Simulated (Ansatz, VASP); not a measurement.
Two plane-wave programs on AlN

The input INCAR:

```
PREC = Accurate ; ENCUT = 520
EDIFF = 1E-6 ; ISMEAR = 0
SIGMA = 0.05 ; LREAL = False
LASPH = True ; NELM = 100
ALGO = Normal ; ISIF = 2
LWAVE = False ; LCHARG = True
GGA = CA ; LELF = True
LVHAR = True ; NBANDS = 16
```

KPOINTS

```
Automatic mesh
0
Gamma
  9 9 6
```

File POSCAR:

```
AlN
1.0
    3.0887424016      0.0000000000      0.0000000000
   -1.5443712008      2.6749293856      0.0000000000
    0.0000000000      0.0000000000      4.9437688231
Al N
2 2
Direct
    0.3215654770      0.6988170481      0.0015212672
    0.6784345230      0.3011829519      0.5015212672
    0.3438341710      0.6379778447      0.3834787328
    0.6561658290      0.3620221553      0.8834787328
```

Input for Ansatz:

```yaml
crystal:
  lattice:
    - [3.0887424016, 0.0, 0.0]
    - [-1.5443712008, 2.6749293856, 0.0]
    - [0.0, 0.0, 4.9437688231]
  atoms:
    - { symbol: Al, position: [0.321565477, 0.6988170481, 0.0015212672] }
    - { symbol: Al, position: [0.678434523, 0.3011829519, 0.5015212672] }
    - { symbol: "N", position: [0.343834171, 0.6379778447, 0.3834787328] }
    - { symbol: "N", position: [0.656165829, 0.3620221553, 0.8834787328] }
basis:
  ecutwfc: 520.0
kpoints:
  mp_grid: { grid: [9, 9, 6] }
hamiltonian:
  xc: lda
scf:
  occupations: { method: gaussian, width: 0.05 }
output:
  forces: true
  stress: true
  eigenvalues: true
```

Change from the starting cell: mode 4 frozen in at -0.086 Å and mode 5 at +0.086 Å (largest displacements).

Alike in both runs: task single point; functional LDA; k mesh 9 × 9 × 6; occupations gaussian, width 0.05 eV; no spin polarisation.

```csv
,VASP,Ansatz
version,VASP 6.6.1,Ansatz 0.2.0
potentials or method,"VASP PAW LDA potentials, release 64 (Al, N)","scalar-relativistic, plane waves, PAW"
plane-wave cutoff (eV),520,520
valence electrons in the cell,16,16
```

```tsv
	VASP	Ansatz	Ansatz less VASP
gap on the k mesh at the Fermi level (eV)	4.25	4.24	-0.005
least direct gap on the mesh (eV)	4.25	4.24	-0.005
pressure (GPa)	0.2	-0.4	-0.59
largest component of the traceless stress (GPa)	0.48	0.53	+0.048
rms of the force components (eV/Å)	0.304	0.304	+0.0001
```

Atom by atom the forces differ by 0.003 eV/Å (rms over components).

Caveats: an odd mesh through Γ misses points on the zone boundary, where band edges often lie.
